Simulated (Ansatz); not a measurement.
The system is MoS2.

```
Mo S
1.0
     3.22746    0.00000    0.00000
    -1.61373    2.79507    0.00000
     0.00000    0.00000    6.31247
Mo S
1 2
Direct
  0.00000 0.00000 0.50000
  0.66667 0.33333 0.74468
  0.33333 0.66667 0.25532
```

Measurements of this composition are mostly on another form, of space group No. 194.

* Program: Ansatz 0.2.0
* Task: relaxation of cell and atoms
* Functional: PBE
* Dispersion: D3(BJ)
* Potentials or basis: Ansatz PAW
* Cutoff: 420 eV (not typed: the program's choice for these potentials)
* k mesh: 9 × 9 × 4
* Occupations: fermi-dirac, width 0.05 eV
* Spin: no spin polarisation

At the start: volume 18.98 Å³/atom.

**Question.** How do energy, volume and symmetry change on relaxing?

**Answer.** It ends after 8 steps and the volume is 16.89 Å³/atom (-11.0 %); space group P-3m1 (No. 164, to 0.05 Å).

The path:
| step | energy change (eV) | largest force (eV/Å) | volume (Å³) |
| --- | --- | --- | --- |
| 1 | 0.0000 | 0.2824 | 56.94 |
| 2 | -0.0484 | 0.2511 | 49.84 |
| 3 | -0.0765 | 0.0553 | 52.12 |
| 4 | -0.0818 | 0.0830 | 51.50 |
| 5 | -0.0850 | 0.0322 | 50.51 |
| 6 | -0.0852 | 0.0012 | 50.72 |
| 7 | -0.0852 | 0.0000 | 50.68 |
| 8 | -0.0846 | 0.0002 | 50.68 |

Final structure:
```
Mo S
1.0
     3.17350    0.00000    0.00000
    -1.58675    2.74833    0.00000
     0.00000    0.00000    5.81083
Mo S
1 2
Cartesian
  0.0000 0.0000 2.9054
  1.5868 0.9161 4.4794
  0.0000 1.8322 1.3314
```

Caveat: the plane-wave basis is chosen anew once the cell has moved, so the energies of steps on either side of that aren't comparable.
